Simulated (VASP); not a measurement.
# HfC (P6_3/mmc) in VASP: further runs

The runs below take HfC through single point, equation of state, with PBEsol, PBE.

Everything below comes from runs of VASP 6.6.1. Logs are shortened: lines on timing, memory, paths and dates and some standing lists are left out, and cuts for length are marked.

### 1 Starting point

It takes space group P6_3/mmc (No. 194, hexagonal). The conventional cell has a = 3.343 Å, b = 3.343 Å, c = 5.203 Å, α = 90.00°, β = 90.00°, γ = 120.00°. Hf (site symmetry -6m2) has 6 C at 2.33 Å as nearest neighbours. C (site symmetry -3m) has 6 Hf at 2.33 Å and 2 C at 2.60 Å as nearest neighbours.

The cell comes from a database or a generator and needn't be the stable form of this composition.

### 2 Single point, PBEsol

INCAR

```
PREC = Accurate ; ENCUT = 520
EDIFF = 1E-7 ; ISMEAR = -1
SIGMA = 0.05 ; LREAL = F
LASPH = T ; NELM = 60
ALGO = Normal ; ISIF = 2
LWAVE = F ; LCHARG = F
GGA = PS ; NBANDS = 22
```

KPOINTS

```
regular mesh
0
Gamma
  9 9 5
```

POSCAR

```
HfC
1.0
    3.3428660531      0.0000000000      0.0000000000
   -1.6714330265      2.8950069234      0.0000000000
    0.0000000000      0.0000000000      5.2027140000
Hf C
2 2
Direct
    0.3333333333      0.6666666667      0.2500000000
    0.6666666667      0.3333333333      0.7500000000
    0.0000000000      0.0000000000      0.5000000000
    0.0000000000      0.0000000000      0.0000000000
```

Potentials or basis: VASP PAW PBE potentials, release 64 (Hf_pv, C).

Run with:

```
$ cat potpaw_PBE.64/Hf_pv/POTCAR potpaw_PBE.64/C/POTCAR > POTCAR
$ mpirun -np 1 vasp_std > vasp.out
```

OUTCAR:

```text
PREC = Accurate
   ENCUT = 520
   EDIFF = 1E-7
   ISMEAR = -1
   LREAL = F
   LASPH = T
   NELM = 60
   ISIF = 2
   GGA = PS

 ion  position               nearest neighbor table
   1  0.333  0.667  0.250-   3 2.33   4 2.33   3 2.33   4 2.33   3 2.33   4 2.33   2 3.24   2 3.24
                             2 3.24   2 3.24   2 3.24   2 3.24
   2  0.667  0.333  0.750-   3 2.33   4 2.33   3 2.33   4 2.33   3 2.33   4 2.33   1 3.24   1 3.24
                             1 3.24   1 3.24   1 3.24   1 3.24
   3  0.000  0.000  0.500-   1 2.33   2 2.33   1 2.33   2 2.33   2 2.33   1 2.33
   4  0.000  0.000  0.000-   1 2.33   2 2.33   1 2.33   2 2.33   2 2.33   1 2.33

  LATTYP: Found a hexagonal cell.
 ALAT       =     3.3428660531
 C/A-ratio  =     1.5563632875

  Lattice vectors:

 A1 = (   3.3428660531,   0.0000000000,   0.0000000000)
 A2 = (  -1.6714330265,   2.8950069234,   0.0000000000)
 A3 = (   0.0000000000,   0.0000000000,   5.2027140000)

Analysis of symmetry for initial positions (statically):
=====================================================================
 Subroutine PRICEL returns:
 Original cell was already a primitive cell.

 Routine SETGRP: Setting up the symmetry group for a
 hexagonal supercell.

 Subroutine GETGRP returns: Found 24 space group operations
 (whereof 12 operations were pure point group operations)
 out of a pool of 24 trial point group operations.

The static configuration has the point symmetry D_3d.
 The point group associated with its full space group is D_6h.

Analysis of symmetry for dynamics (positions and initial velocities):
=====================================================================
 Subroutine PRICEL returns:
 Original cell was already a primitive cell.

 Routine SETGRP: Setting up the symmetry group for a
 hexagonal supercell.

 Subroutine GETGRP returns: Found 24 space group operations
 (whereof 12 operations were pure point group operations)
 out of a pool of 24 trial point group operations.

The dynamic configuration has the point symmetry D_3d.
 The point group associated with its full space group is D_6h.

 Subroutine INISYM returns: Found 24 space group operations
 (whereof 12 operations are pure point group operations),
 and found     1 'primitive' translations

----------------------------------------------------------------------------------------

                                     Primitive cell

  volume of cell :      50.3499

  direct lattice vectors                    reciprocal lattice vectors
     3.342866053  0.000000000  0.000000000     0.299144502  0.172711159  0.000000000
    -1.671433026  2.895006923  0.000000000     0.000000000  0.345422317  0.000000000
     0.000000000  0.000000000  5.202714000     0.000000000  0.000000000  0.192207375

  length of vectors
     3.342866053  3.342866053  5.202714000     0.345422317  0.345422317  0.192207375

  position of ions in fractional coordinates (direct lattice)
     0.333333333  0.666666667  0.250000000
     0.666666667  0.333333333  0.750000000
     0.000000000  0.000000000  0.500000000
     0.000000000  0.000000000  0.000000000

  ion indices of the primitive-cell ions
   primitive index   ion index
                 1           1
                 2           2
                 3           3
                 4           4

----------------------------------------------------------------------------------------

 KPOINTS: regular mesh

Automatic generation of k-mesh.
 Grid dimensions read from file:
 generate k-points for:    9    9    5

 Generating k-lattice:

  Cartesian coordinates                     Fractional coordinates (reciprocal lattice)
     0.033238278  0.019190129  0.000000000     0.111111111  0.000000000  0.000000000
     0.000000000  0.038380257  0.000000000     0.000000000  0.111111111  0.000000000
     0.000000000  0.000000000  0.038441475     0.000000000  0.000000000  0.200000000

  Length of vectors
     0.038380257  0.038380257  0.038441475

  Shift w.r.t. Gamma in fractional coordinates (k-lattice)
     0.000000000  0.000000000  0.000000000

 Subroutine IBZKPT returns following result:
 ===========================================

 Found     36 irreducible k-points:

 Following reciprocal coordinates:
            Coordinates               Weight
  0.000000  0.000000  0.000000      1.000000
  0.111111 -0.000000  0.000000      6.000000
  0.222222  0.000000  0.000000      6.000000
  0.333333 -0.000000  0.000000      6.000000
  0.444444  0.000000  0.000000      6.000000
  0.111111  0.111111  0.000000      6.000000
[... 16 lines left out ...]
  0.333333  0.222222  0.200000     24.000000
  0.333333  0.333333  0.200000      4.000000
 [... further k-points ...]
   k-points           NKPTS =     36   k-points in BZ     NKDIM =     36   number of bands    NBANDS=     22
   number of dos      NEDOS =    301   number of ions     NIONS =      4
   total plane-waves  NPLWV =  31360
   dimension x,y,z NGX =    28 NGY =   28 NGZ =   40
   dimension x,y,z NGXF=    56 NGYF=   56 NGZF=   80
   ions per type =               2   2
   NGX,Y,Z   is equivalent  to a cutoff of  13.92, 13.92, 12.78 a.u.
   NGXF,Y,Z  is equivalent  to a cutoff of  27.85, 27.85, 25.56 a.u.
 SYSTEM =  unknown system
   PREC   = accura    normal or accurate (medium, high low for compatibility)
   ISTART =      0    job   : 0-new  1-cont  2-samecut
   ICHARG =      2    charge: 1-file 2-atom 10-const
   ISPIN  =      1    spin polarized calculation?
   LNONCOLLINEAR =      F non collinear calculations
   LSORBIT =      F    spin-orbit coupling
   LASPH  =      T    aspherical Exc in radial PAW
   ENCUT  =  520.0 eV  38.22 Ry    6.18 a.u.   6.22  6.22  9.67*2*pi/ulx,y,z
   NELM   =     60;   NELMIN=  2; NELMDL= -5     # of ELM steps
   EDIFF  = 0.1E-06   stopping-criterion for ELM
   LREAL  =      F    real-space projection
   EDIFFG = 0.1E-05   stopping-criterion for IOM
   NSW    =      0    number of steps for IOM
   IBRION =     -1    ionic relax: 0-MD 1-quasi-New 2-CG
   NFREE  =      0    steps in history (QN), initial steepest desc. (CG)
   ISIF   =      2    stress and relaxation
   ISYM   =      2    0-nonsym 1-usesym 2-fastsym
   POTIM  = 0.5000    time-step for ionic-motion
   TEBEG  =    0.0;   TEEND  =   0.0 temperature during run
   PSTRESS=    0.0 pullay stress
   NELECT =      28.0000    total number of electrons
   NUPDOWN=      -1.0000    fix difference up-down
   EMIN   =  10.00;   EMAX   =-10.00  energy-range for DOS
   EFERMI =   0.00;   METHOD = LEGACY
   ISMEAR =    -1;   SIGMA  =   0.05  broadening in eV -4-tet -1-fermi 0-gaus
   EFERMI_NEDOS =   21; number of points for ismear=-14 and -15
   IALGO  =     38    algorithm
   IMIX   =      4    mixing-type and parameters
     AMIX     =   0.40;   BMIX     =  1.00
     AMIX_MAG =   1.60;   BMIX_MAG =  1.00
  volume/ion in A,a.u.               =      12.59        84.94
  Fermi-wavevector in a.u.,A,eV,Ry     =   1.346257  2.544057 24.659309  1.812408
  Thomas-Fermi vector in A             =   2.474104
   LORBIT       =      0    0 simple, 1 ext, 2 COOP (PROOUT), +10 PAW based schemes
   GGA     = PS    functional components
   LHFCALC =     F    Hartree Fock is set to
   AEXX    =    0.0000 exact exchange contribution
   IVDW    =     0    specifies the selected vdW correction
   LEPSILON=     F    determine dielectric tensor
   LRPA    =     F    only Hartree local field effects (RPA)
 non-spin polarized calculation
  energy-cutoff  :      520.00
  volume of cell :       50.35
 maximum number of plane-waves:      1375
 NGX is ok and might be reduce to    28
   NGX = 13   NGY = 13   NGZ = 19

 number of electron      28.0000002 magnetization

 Free energy of the ion-electron system (eV)
  ---------------------------------------------------
  ext. energy  EPLUGINS =         0.00000000
  ---------------------------------------------------
  free energy    TOTEN  =       -43.59483624 eV

  energy without entropy =      -43.58992229  energy(sigma->0) =      -43.59237926

 E-fermi :   6.2151     XC(G=0): -12.4131

 val. band max:        6.1875025699   @ k =   0.2222   0.2222   0.2000
 cond. band min:       6.2804609647   @ k =   0.1111   0.1111   0.2000
 fundamental gap:      0.0929583948
 Fermi energy:         6.2151061208

 k-point     1 :       0.0000    0.0000    0.0000
  band No.  band energies     occupation
      1     -24.2995      2.00000
      2     -23.7267      2.00000
      3     -23.7267      2.00000
      4     -23.6361      2.00000
      5     -23.6361      2.00000
      6     -23.5525      2.00000
[... 14 lines left out ...]
     21      10.2824      0.00000
     22      14.4097      0.00000

 k-point     2 :       0.1111   -0.0000    0.0000
  band No.  band energies     occupation
      1     -24.2707      2.00000
      2     -23.7843      2.00000
      3     -23.7486      2.00000
      4     -23.6901      2.00000
      5     -23.6387      2.00000
      6     -23.5637      2.00000
[... 14 lines left out ...]
     21      10.9520      0.00000
     22      13.8451      0.00000

 k-point     3 :       0.2222    0.0000    0.0000
  band No.  band energies     occupation
      1     -24.1915      2.00000
      2     -23.9314      2.00000
      3     -23.8193      2.00000
      4     -23.7982      2.00000
      5     -23.6505      2.00000
      6     -23.5980      2.00000
[... 14 lines left out ...]
     21      12.6223      0.00000
     22      12.7937      0.00000
[... 476 lines left out ...]
 k-point    23 :       0.3333    0.2222    0.2000
  band No.  band energies     occupation
      1     -24.1731      2.00000
      2     -24.0811      2.00000
      3     -23.9855      2.00000
      4     -23.8571      2.00000
      5     -23.8080      2.00000
      6     -23.7066      2.00000
[... 14 lines left out ...]
     21      13.2566      0.00000
     22      13.7287      0.00000

 k-point    24 :       0.3333    0.3333    0.2000
  band No.  band energies     occupation
      1     -24.1408      2.00000
      2     -24.0494      2.00000
      3     -24.0494      2.00000
      4     -23.9116      2.00000
      5     -23.7585      2.00000
      6     -23.7585      2.00000
[... 14 lines left out ...]
     21      14.1418      0.00000
     22      14.1418      0.00000

 [... further k-points ...]

------------------------ aborting loop because EDIFF is reached ----------------------------------------

  FORCE on cell =-STRESS in cart. coord.  units (eV):
  Direction    XX          YY          ZZ          XY          YZ          ZX
  --------------------------------------------------------------------------------------
  -------------------------------------------------------------------------------------
  Total       -2.8046207     -2.8046207     -1.8211040     -0.0000000      0.0000000      0.0000000
  in kB      -89.2454710    -89.2454710    -57.9491121     -0.0000000      0.0000000      0.0000000
  external PRESSURE =     -78.8133514 kB  Pullay stress =       0.0000000 kB

 VOLUME and BASIS-vectors are now :
 -----------------------------------------------------------------------------
  energy-cutoff  :      520.00
  volume of cell :       50.35
      direct lattice vectors                 reciprocal lattice vectors
     3.342866053  0.000000000  0.000000000     0.299144502  0.172711159  0.000000000
    -1.671433026  2.895006923  0.000000000     0.000000000  0.345422317  0.000000000
     0.000000000  0.000000000  5.202714000     0.000000000  0.000000000  0.192207375

 POSITION                                       TOTAL-FORCE (eV/Angst)
 -----------------------------------------------------------------------------------
     -0.00000      1.93000      1.30068        -0.000000      0.000000      0.000000
      1.67143      0.96500      3.90204         0.000000      0.000000      0.000000
      0.00000      0.00000      2.60136        -0.000000      0.000000      0.000000
      0.00000      0.00000      0.00000        -0.000000      0.000000      0.000000
 -----------------------------------------------------------------------------------
    total drift:                               -0.000000      0.000000     -0.000000

  FREE ENERGIE OF THE ION-ELECTRON SYSTEM (eV)
  ---------------------------------------------------
  free  energy   TOTEN  =       -43.5948362365 eV

  energy  without entropy=      -43.5899222875  energy(sigma->0) =      -43.59237926
```

It took 33 s on 1 thread of Intel Xeon Platinum 8375C at 2.90GHz (Ice Lake), shared host; peak memory 0.19 GiB.

What came out:

```yaml
Free_energy: -43.5948 eV
Pressure: -7.9 GPa
Band_gap_on_the_k_mesh: none (metal or under the smearing width)
```

Caveat: the PAW data sets were made with another functional, which shifts forces and pressure a little.

(Part 1 of 3 ends here.)
